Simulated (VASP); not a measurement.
# BaF2 (Frankdicksonite) (Fm-3m) in VASP: settings compared, part 2 of 2

VASP 6.6.1. Earlier steps stand in the parts before.

### Step 3. Relaxation of cell and atoms, PBE

This run uses another cell than the first one, of 20.01 Å³/atom, 1.007 times its volume.

Contents of INCAR:

```
SYSTEM = BaF2
PREC = Accurate
ENCUT = 300
EDIFF = 1E-7
ISMEAR = 0
SIGMA = 0.03
LREAL = .FALSE.
LASPH = .TRUE.
NELM = 80
ALGO = Normal
ISIF = 3
LWAVE = .FALSE.
LCHARG = .FALSE.
GGA = PE
IBRION = 2
NSW = 90
EDIFFG = -0.005
```

Contents of KPOINTS:

```
regular mesh
0
G
  4 4 4
  0 0 0
```

Contents of POSCAR:

```
BaF2                                    
1.0
    0.0000000000      3.1076575922      3.1076575922
    3.1076575922     -0.0000000000      3.1076575922
    3.1076575922      3.1076575922     -0.0000000000
  Ba              F             
     1     2
Direct
     0.0000000000000000    0.0000000000000000    0.0000000000000000
     0.2500000000000000    0.2500000000000000    0.2500000000000000
     0.7500000000000000    0.7500000000000000    0.7500000000000000
```

Potentials or basis: VASP PAW PBE potentials, release 64 (Ba_sv, F_s).

Launch:

```sh
$ cat potpaw_PBE.64/Ba_sv/POTCAR potpaw_PBE.64/F_s/POTCAR > POTCAR
$ mpirun -np 1 vasp_std > vasp.out
```

OUTCAR:

```text
SYSTEM = BaF2
   PREC = Accurate
   ENCUT = 300
   EDIFF = 1E-7
   ISMEAR = 0
   LREAL = .FALSE.
   LASPH = .TRUE.
   NELM = 80
   ISIF = 3
   GGA = PE
   IBRION = 2
   NSW = 90
   EDIFFG = -0.005

 ion  position               nearest neighbor table
   1  0.000  0.000  0.000-   3 2.69   3 2.69   3 2.69   2 2.69   3 2.69   2 2.69   2 2.69   2 2.69

   2  0.250  0.250  0.250-   1 2.69   1 2.69   1 2.69   1 2.69
   3  0.750  0.750  0.750-   1 2.69   1 2.69   1 2.69   1 2.69

  LATTYP: Found a face centered cubic cell.
 ALAT       =     6.2153151844

  Lattice vectors:

 A1 = (   0.0000000000,   3.1076575922,   3.1076575922)
 A2 = (   3.1076575922,   0.0000000000,   3.1076575922)
 A3 = (   3.1076575922,   3.1076575922,   0.0000000000)

Analysis of symmetry for initial positions (statically):
=====================================================================
 Subroutine PRICEL returns:
 Original cell was already a primitive cell.

 Routine SETGRP: Setting up the symmetry group for a
 face centered cubic supercell.

 Subroutine GETGRP returns: Found 48 space group operations
 (whereof 48 operations were pure point group operations)
[... 140 lines left out ...]

--------------------------------------- Ionic step        1  -------------------------------------------

 number of electron      23.9999943 magnetization

 Free energy of the ion-electron system (eV)
  ---------------------------------------------------
  ext. energy  EPLUGINS =         0.00000000
  ---------------------------------------------------
  free energy    TOTEN  =       -17.11417691 eV

  energy without entropy =      -17.11417691  energy(sigma->0) =      -17.11417691

------------------------ aborting loop because EDIFF is reached ----------------------------------------

  FORCE on cell =-STRESS in cart. coord.  units (eV):
  Direction    XX          YY          ZZ          XY          YZ          ZX
  --------------------------------------------------------------------------------------
  -------------------------------------------------------------------------------------
  Total        0.0402479      0.0402479      0.0402479      0.0000000     -0.0000000      0.0000000
  in kB        1.0742971      1.0742971      1.0742971      0.0000000     -0.0000000      0.0000000
  external PRESSURE =       1.0742971 kB  Pullay stress =       0.0000000 kB
[... 61 lines left out ...]
--------------------------------------- Ionic step        3  -------------------------------------------

 number of electron      23.9999943 magnetization

 Free energy of the ion-electron system (eV)
  ---------------------------------------------------
  ext. energy  EPLUGINS =         0.00000000
  ---------------------------------------------------
  free energy    TOTEN  =       -17.11420443 eV

  energy without entropy =      -17.11420443  energy(sigma->0) =      -17.11420443

 E-fermi :  -1.7777     XC(G=0):  -8.6626

 val. band max:       -1.9648281907   @ k =  -0.2500   0.2500   0.0000
 cond. band min:       4.7620069710   @ k =   0.0000   0.0000   0.0000
 fundamental gap:      6.7268351617
 Fermi energy:        -1.7776867643

 k-point     1 :       0.0000    0.0000    0.0000
  band No.  band energies     occupation
      1     -25.0850      2.00000
      2     -20.8707      2.00000
      3     -20.8339      2.00000
      4      -9.9307      2.00000
      5      -9.9307      2.00000
      6      -9.9307      2.00000
[... 171 lines left out ...]
  FREE ENERGIE OF THE ION-ELECTRON SYSTEM (eV)
  ---------------------------------------------------
  free  energy   TOTEN  =       -17.1142044254 eV

  energy  without entropy=      -17.1142044254  energy(sigma->0) =      -17.11420443

 reached required accuracy - stopping structural energy minimisation
```

OSZICAR:

```text
N       E                     dE             d eps       ncg     rms          rms(c)
DAV:   1     0.120597078196E+03    0.12060E+03   -0.98891E+03   256   0.921E+02
DAV:   2    -0.156390433174E+02   -0.13624E+03   -0.13553E+03   288   0.289E+02
DAV:   3    -0.188298964387E+02   -0.31909E+01   -0.31865E+01   376   0.483E+01
[... 26 lines left out ...]
DAV:   3    -0.171142047123E+02    0.50090E-05   -0.10788E-05   312   0.313E-02    0.872E-03
DAV:   4    -0.171142035611E+02    0.11512E-05   -0.71108E-06   368   0.180E-02    0.233E-03
DAV:   5    -0.171142038341E+02   -0.27302E-06   -0.18435E-07   208   0.465E-03    0.187E-03
DAV:   6    -0.171142044843E+02   -0.65021E-06   -0.48420E-08   216   0.194E-03    0.528E-04
DAV:   7    -0.171142044254E+02    0.58881E-07   -0.49265E-09   128   0.563E-04
   3 F= -.17114204E+02 E0= -.17114204E+02  d E =-.275149E-04
```

CONTCAR:

```text
BaF2
   1.00000000000000
     0.0000000000000000    3.1090736407936377    3.1090736407936377
     3.1090736407936377   -0.0000000000000000    3.1090736407936377
     3.1090736407936377    3.1090736407936377    0.0000000000000000
  Ba              F
     1     2
Direct
     0.0000000000000000    0.0000000000000000    0.0000000000000000
     0.2500000000000000    0.2500000000000000    0.2500000000000000
     0.7500000000000000    0.7500000000000000    0.7500000000000000

  0.00000000E+00  0.00000000E+00  0.00000000E+00
  0.00000000E+00  0.00000000E+00  0.00000000E+00
  0.00000000E+00  0.00000000E+00  0.00000000E+00
```

It took 20 s on 1 thread of Intel Xeon Platinum 8175M at 2.50GHz (Skylake/Cascade Lake), shared host; peak memory 0.15 GiB.

The run converged, but some of its settings lie outside the range that counts as converged, so its numbers aren't taken as properties of the crystal.

What came out:

```
Free energy                            : -17.1142 eV
Relaxed volume                         : 20.04 Å³/atom
Relaxed cell                           : a = 4.397 Å, b = 4.397 Å, c = 4.397 Å, α = 60.00°, β = 60.00°, γ = 60.00°
Space group after relaxing (to 0.05 Å) : Fm-3m (No. 225)
Energy gained by relaxing              : 0.0 meV/atom
Ionic steps                            : 3
Band gap on the k mesh                 : 6.73 eV, indirect (least direct gap 6.80 eV)
```

Caveat: the k mesh is coarse (spacing up to 0.44 Å⁻¹), so the values aren't converged; the cutoff is under 1.25 times the usual one of these potentials, so pressure, stress and relaxed cells hold a basis-set (Pulay) error; spin-orbit coupling is left out, which moves the levels of the heavy elements.

### Step 4. Relaxation of cell and atoms, PBEsol

Contents of INCAR:

```
SYSTEM = BaF2
ALGO = Normal ; EDIFF = 1E-6
EDIFFG = -0.01 ; ENCUT = 600
GGA = PS ; IBRION = 2
ISIF = 3 ; ISMEAR = 0
KPAR = 2 ; LASPH = .True.
LCHARG = .False. ; LREAL = .False.
LWAVE = .False. ; NELM = 80
NSW = 90 ; PREC = Accurate
SIGMA = 0.03
```

Contents of KPOINTS:

```
k-points
0
Gamma
  8 8 8
  0 0 0
```

Contents of POSCAR:

```
BaF2
1.0
    0.0000000000      3.1000500000      3.1000500000
    3.1000500000      0.0000000000      3.1000500000
    3.1000500000      3.1000500000      0.0000000000
Ba F
1 2
Direct
    0.0000000000      0.0000000000      0.0000000000
    0.2500000000      0.2500000000      0.2500000000
    0.7500000000      0.7500000000      0.7500000000
```

Potentials or basis: VASP PAW PBE potentials, release 64 (Ba_sv, F).

Launch:

```sh
$ cat potpaw_PBE.64/Ba_sv/POTCAR potpaw_PBE.64/F/POTCAR > POTCAR
$ mpirun -np 2 vasp_std > vasp.out
```

It took 36 s on 2 MPI ranks of AMD EPYC 7R13 (Zen 3), shared host; peak memory 0.2 GiB.

Results (log left out):

```yaml
Free_energy: -17.6464 eV
Relaxed_volume: 19.62 Å³/atom
Relaxed_cell: a = 4.366 Å, b = 4.366 Å, c = 4.366 Å, α = 60.00°, β = 60.00°, γ = 60.00°
Space_group_after_relaxing_to_0.05_Å: Fm-3m (No. 225)
Energy_gained_by_relaxing: 0.5 meV/atom
Ionic_steps: 2
Pressure_after_relaxing: 0.0 GPa
Band_gap_on_the_k_mesh: 6.68 eV, indirect (least direct gap 6.77 eV)
```

Step by step:
| step | energy change (eV) | largest force (eV/Å) | pressure (GPa) | volume (Å³) |
| --- | --- | --- | --- | --- |
| 1 | 0.0000 | 0.0000 | -0.69 | 59.58 |
| 2 | -0.0015 | 0.0000 | 0.04 | 58.85 |

Final structure:
```yaml
crystal:
  lattice:
    - [0.00000, 3.08728, 3.08728]
    - [3.08728, 0.00000, 3.08728]
    - [3.08728, 3.08728, 0.00000]
  atoms:
    - { symbol: Ba, position: [0.00000, 0.00000, 0.00000] }
    - { symbol: F, position: [0.25000, 0.25000, 0.25000] }
    - { symbol: F, position: [0.75000, 0.75000, 0.75000] }
```

Levels at points of the mesh, in eV from the valence-band top:
```tsv
k point	band 10	band 11	band 12	band 13	band 14	band 15
(0.00, 0.00, 0.00)	-0.09	-0.09	-0.09	6.68	9.15	9.15
(0.50, 0.00, 0.00)	-0.36	-0.17	-0.17	9.07	9.17	9.17
(0.50, 0.50, 0.00)	-0.33	-0.33	-0.15	7.19	8.96	10.71
```

Caveat: the PAW data sets were made with another functional, which shifts forces and pressure a little; spin-orbit coupling is left out, which moves the levels of the heavy elements.

### Step 5. Relaxation of cell and atoms, PBEsol

This run uses another cell than the first one, of 19.62 Å³/atom, 0.988 times its volume.

Edit INCAR of step 4 so:

```diff
@@ -1,4 +1,4 @@
 SYSTEM = BaF2
-ALGO = Normal ; EDIFF = 1E-6
-EDIFFG = -0.01 ; ENCUT = 600
+ALGO = Normal ; EDIFF = 1E-7
+EDIFFG = -0.005 ; ENCUT = 600
 GGA = PS ; IBRION = 2
```

KPOINTS is that of step 4.

Contents of POSCAR:

```
BaF2                                    
1.0
    0.0000000000      3.0872814879      3.0872814879
    3.0872814879     -0.0000000000      3.0872814879
    3.0872814879      3.0872814879     -0.0000000000
  Ba              F             
     1     2
Direct
     0.0000000000000000    1.0000000000000000    1.0000000000000000
     0.2500000000000000    0.2500000000000000    0.2500000000000000
     0.7500000000000000    0.7500000000000000    0.7500000000000000
```

Launch:

```sh
$ cat potpaw_PBE.64/Ba_sv/POTCAR potpaw_PBE.64/F/POTCAR > POTCAR
$ mpirun -np 2 vasp_std > vasp.out
```

Wall time 33 s (2 MPI ranks of AMD EPYC 7R13 (Zen 3), shared host); peak memory 0.19 GiB.

Results (log left out):

- Free energy: -17.6452 eV
- Relaxed volume: 19.64 Å³/atom
- Relaxed cell: a = 4.367 Å, b = 4.367 Å, c = 4.367 Å, α = 60.00°, β = 60.00°, γ = 60.00°
- Space group after relaxing (to 0.05 Å): Fm-3m (No. 225)
- Energy gained by relaxing: 0.0 meV/atom
- Ionic steps: 2
- Pressure after relaxing: 0.0 GPa
- Band gap on the k mesh: 6.67 eV, indirect (least direct gap 6.76 eV)

Final structure:
```xyz
3
Lattice="0.0000 3.0882 3.0882 3.0882 0.0000 3.0882 3.0882 3.0882 0.0000" Properties=species:S:1:pos:R:3 pbc="T T T"
Ba    3.0882    3.0882    0.0000
F     1.5441    1.5441    1.5441
F     4.6323    4.6323    4.6323
```

Levels at points of the mesh, in eV from the valence-band top:
| k point | band 8 | band 9 | band 10 | band 11 | band 12 | band 13 | band 14 | band 15 | band 16 |
| --- | --- | --- | --- | --- | --- | --- | --- | --- | --- |
| (0.00, 0.00, 0.00) | -1.57 | -1.57 | -0.09 | -0.09 | -0.09 | 6.67 | 9.15 | 9.15 | 11.42 |
| (0.50, 0.00, 0.00) | -1.15 | -0.70 | -0.36 | -0.17 | -0.17 | 9.07 | 9.16 | 9.16 | 9.73 |
| (0.50, 0.50, 0.00) | -0.38 | -0.38 | -0.33 | -0.33 | -0.14 | 7.19 | 8.96 | 10.70 | 11.99 |

Caveat: the PAW data sets were made with another functional, which shifts forces and pressure a little; spin-orbit coupling is left out, which moves the levels of the heavy elements. A k mesh can miss the band edges.

### Step 6. Relaxation of cell and atoms, LDA

Contents of INCAR:

```
SYSTEM = BaF2
ALGO     = Normal         ! electronic algorithm
EDIFF    = 1E-6           ! SCF threshold, eV
EDIFFG   = -0.01          ! ionic threshold
ENCUT    = 600            ! plane-wave cutoff, eV
GGA      = CA             ! functional
IBRION   = 2              ! ionic algorithm
ISIF     = 3              ! what is computed and relaxed
ISMEAR   = 0              ! smearing method
KPAR     = 2            
LASPH    = .TRUE.         ! aspherical terms in the spheres
LCHARG   = .FALSE.        ! write CHGCAR
LREAL    = .FALSE.        ! projectors in reciprocal space
LWAVE    = .FALSE.        ! write WAVECAR
NELM     = 80             ! most SCF steps
NSW      = 90             ! ionic steps
PREC     = Accurate       ! precision mode
SIGMA    = 0.03           ! smearing width, eV
```

Contents of KPOINTS:

```
k-points
0
G
  8 8 8
  0 0 0
```

Contents of POSCAR:

```
BaF2
1.0
    0.0000000000      3.1000500000      3.1000500000
    3.1000500000      0.0000000000      3.1000500000
    3.1000500000      3.1000500000      0.0000000000
Ba F
1 2
Direct
    0.0000000000      0.0000000000      0.0000000000
    0.2500000000      0.2500000000      0.2500000000
    0.7500000000      0.7500000000      0.7500000000
```

Potentials or basis: VASP PAW LDA potentials, release 64 (Ba_sv, F).

Launch:

```sh
$ cat potpaw_LDA.64/Ba_sv/POTCAR potpaw_LDA.64/F/POTCAR > POTCAR
$ mpirun -np 2 vasp_std > vasp.out
```

OUTCAR:

```text
SYSTEM = BaF2
   EDIFF = 1E-6
   EDIFFG = -0.01
   ENCUT = 600
   GGA = CA
   IBRION = 2
   ISIF = 3
   ISMEAR = 0
   LASPH = .TRUE.
   LREAL = .FALSE.
   NELM = 80
   NSW = 90
   PREC = Accurate

 ion  position               nearest neighbor table
   1  0.000  0.000  0.000-   3 2.68   3 2.68   2 2.68   3 2.68   2 2.68   2 2.68   3 2.68   2 2.68

   2  0.250  0.250  0.250-   1 2.68   1 2.68   1 2.68   1 2.68
   3  0.750  0.750  0.750-   1 2.68   1 2.68   1 2.68   1 2.68

  LATTYP: Found a face centered cubic cell.
 ALAT       =     6.2001000000

  Lattice vectors:

 A1 = (   0.0000000000,   3.1000500000,   3.1000500000)
 A2 = (   3.1000500000,   0.0000000000,   3.1000500000)
 A3 = (   3.1000500000,   3.1000500000,   0.0000000000)

Analysis of symmetry for initial positions (statically):
=====================================================================
 Subroutine PRICEL returns:
 Original cell was already a primitive cell.

 Routine SETGRP: Setting up the symmetry group for a
 face centered cubic supercell.

 Subroutine GETGRP returns: Found 48 space group operations
 (whereof 48 operations were pure point group operations)
 out of a pool of 48 trial point group operations.

The static configuration has the point symmetry O_h .

Analysis of symmetry for dynamics (positions and initial velocities):
=====================================================================
 Subroutine PRICEL returns:
 Original cell was already a primitive cell.

 Routine SETGRP: Setting up the symmetry group for a
 face centered cubic supercell.

 Subroutine GETGRP returns: Found 48 space group operations
 (whereof 48 operations were pure point group operations)
 out of a pool of 48 trial point group operations.

The dynamic configuration has the point symmetry O_h .

 Subroutine INISYM returns: Found 48 space group operations
 (whereof 48 operations are pure point group operations),
 and found     1 'primitive' translations

[... 124 lines left out ...]
   IVDW    =     0    specifies the selected vdW correction
   LEPSILON=     F    determine dielectric tensor
   LRPA    =     F    only Hartree local field effects (RPA)
 conjugate gradient relaxation of ions
 non-spin polarized calculation
 Gauss-broadening in eV      SIGMA  =   0.03
  energy-cutoff  :      600.00
  volume of cell :       59.58
 maximum number of plane-waves:      2012
   NGX = 17   NGY = 17   NGZ = 17

--------------------------------------- Ionic step        1  -------------------------------------------

 number of electron      24.0000002 magnetization

 Free energy of the ion-electron system (eV)
  ---------------------------------------------------
  ext. energy  EPLUGINS =         0.00000000
  ---------------------------------------------------
  free energy    TOTEN  =       -18.59923909 eV

  energy without entropy =      -18.59923909  energy(sigma->0) =      -18.59923909

------------------------ aborting loop because EDIFF is reached ----------------------------------------

  FORCE on cell =-STRESS in cart. coord.  units (eV):
  Direction    XX          YY          ZZ          XY          YZ          ZX
  --------------------------------------------------------------------------------------
  -------------------------------------------------------------------------------------
  Total       -1.2854330     -1.2854330     -1.2854330      0.0000000     -0.0000000     -0.0000000
  in kB      -34.5639962    -34.5639962    -34.5639962      0.0000000     -0.0000000     -0.0000000
  external PRESSURE =     -34.5639962 kB  Pullay stress =       0.0000000 kB
[... 61 lines left out ...]
--------------------------------------- Ionic step        3  -------------------------------------------

 number of electron      23.9999989 magnetization

 Free energy of the ion-electron system (eV)
  ---------------------------------------------------
  ext. energy  EPLUGINS =         0.00000000
  ---------------------------------------------------
  free energy    TOTEN  =       -18.63618947 eV

  energy without entropy =      -18.63618947  energy(sigma->0) =      -18.63618947

 E-fermi :  -1.9929     XC(G=0):  -9.5931

 val. band max:       -2.2131824098   @ k =  -0.2500   0.2500   0.0000
 cond. band min:       4.3984732410   @ k =   0.0000   0.0000   0.0000
 fundamental gap:      6.6116556508
 Fermi energy:        -1.9929017243

 k-point     1 :       0.0000    0.0000    0.0000
  band No.  band energies     occupation
      1     -25.0254      2.00000
      2     -20.8158      2.00000
      3     -20.6964      2.00000
      4      -9.7996      2.00000
      5      -9.7996      2.00000
      6      -9.7996      2.00000
[... 433 lines left out ...]
      3     -20.9980      2.00000
      4     -10.1867      2.00000
      5      -9.9796      2.00000
      6      -9.9764      2.00000
[... 8 lines left out ...]
     15       7.5007      0.00000
     16       8.2591      0.00000

 [... further k-points ...]
[... 5 lines left out ...]
  --------------------------------------------------------------------------------------
  -------------------------------------------------------------------------------------
  Total        0.0016036      0.0016036      0.0016036     -0.0000000     -0.0000000      0.0000000
  in kB        0.0456020      0.0456020      0.0456020     -0.0000000     -0.0000000      0.0000000
  external PRESSURE =       0.0456020 kB  Pullay stress =       0.0000000 kB
[... 18 lines left out ...]
  FREE ENERGIE OF THE ION-ELECTRON SYSTEM (eV)
  ---------------------------------------------------
  free  energy   TOTEN  =       -18.6361894653 eV

  energy  without entropy=      -18.6361894653  energy(sigma->0) =      -18.63618947

 reached required accuracy - stopping structural energy minimisation
```

It took 33 s on 2 MPI ranks of Intel Xeon Platinum 8488C (Sapphire Rapids), shared host; peak memory 0.18 GiB.

What came out:

| Quantity | Value |
| --- | --- |
| Free energy | -18.6362 eV |
| Relaxed volume | 18.78 Å³/atom |
| Relaxed cell | a = 4.303 Å, b = 4.303 Å, c = 4.303 Å, α = 60.00°, β = 60.00°, γ = 60.00° |
| Space group after relaxing (to 0.05 Å) | Fm-3m (No. 225) |
| Energy gained by relaxing | 12.3 meV/atom |
| Ionic steps | 3 |
| Pressure after relaxing | 0.0 GPa |
| Band gap on the k mesh | 6.61 eV, indirect (least direct gap 6.74 eV) |

The path:
```tsv
step	energy change (eV)	largest force (eV/Å)	pressure (GPa)	volume (Å³)
1	0.0000	0.0000	-3.46	59.58
2	-0.0364	0.0000	0.48	55.97
3	-0.0370	0.0000	0.00	56.34
```

Final structure:
```yaml
crystal:
  lattice:
    - [0.00000, 3.04271, 3.04271]
    - [3.04271, 0.00000, 3.04271]
    - [3.04271, 3.04271, 0.00000]
  atoms:
    - { symbol: Ba, position: [0.00000, 0.00000, 0.00000] }
    - { symbol: F, position: [0.25000, 0.25000, 0.25000] }
    - { symbol: F, position: [0.75000, 0.75000, 0.75000] }
```

Caveat: spin-orbit coupling is left out, which moves the levels of the heavy elements.
